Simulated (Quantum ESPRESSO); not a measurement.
# Al2Pt: zone-centre phonons under several settings

```
Pt Al
1.0
     0.00000    2.95500    2.95500
     2.95500    0.00000    2.95500
     2.95500    2.95500    0.00000
Pt Al
1 2
Cartesian
  0.0000 0.0000 0.0000
  4.4325 4.4325 4.4325
  1.4775 1.4775 1.4775
```

All runs used Quantum ESPRESSO 7.5; k mesh 8 × 8 × 8; relaxed cell; no spin polarisation.

```tsv
level	potentials	cutoff (eV)	occupations	volume (Å³/atom)	lowest optical mode without the field (cm⁻¹)	highest optical mode without the field (cm⁻¹)
PBEsol	GBRV 1.5 PBEsol	612	cold, width 0.2 eV	17.05	239	287
PBE	JTH 2.0 PBE	707	cold, width 0.272 eV	17.50	231	280
LDA	GBRV 1.5 LDA	612	gaussian, width 0.136 eV	?	?	?
```

Problem. What stands in the row left open?

Solution. Volume 16.70 Å³/atom; lowest optical mode without the field 244 cm⁻¹; highest optical mode without the field 295 cm⁻¹.

The runs don't all hold the same shells in valence.
